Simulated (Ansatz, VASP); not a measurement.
## Two plane-wave programs on MgS

```xyz
2
Lattice="0.0000 2.6017 2.6017 2.6017 0.0000 2.6017 2.6017 2.6017 0.0000" Properties=species:S:1:pos:R:3 pbc="T T T"
Mg    0.0000    0.0000    0.0000
S     2.6017    2.6017    2.6017
```

Alike in both runs: task single point; functional PBE-based screened hybrid; k mesh 4 × 4 × 4; occupations gaussian, width 0.05 eV; no spin polarisation.

|  | VASP | Ansatz |
| --- | --- | --- |
| version | VASP 6.6.1 | Ansatz 0.2.0 |
| potentials or method | VASP PAW PBE potentials, release 64 (Mg, S) | scalar-relativistic, plane waves, PAW |
| plane-wave cutoff (eV) | 520 | 420 |
| valence electrons in the cell | 8 | 16 |

Ansatz gave:

| Property | Result |
| --- | --- |
| gap on the k mesh at the Fermi level (eV) | 3.97 |
| least direct gap on the mesh (eV) | 5.00 |
| pressure (GPa) | -0.1 |

**Question.** What did VASP give for the same quantities?

**Answer.** gap on the k mesh at the Fermi level (eV): 3.92; least direct gap on the mesh (eV): 4.98; pressure (GPa): -0.5.

The two sets of potentials don't hold the same shells in valence. Ansatz warned: «stress_exchange_threshold_loose».

Caveats: the k mesh is coarse (spacing up to 0.52 Å⁻¹), so the values aren't converged; the PAW data sets were made with another functional, which shifts forces and pressure a little (VASP). A k mesh can miss the band edges.
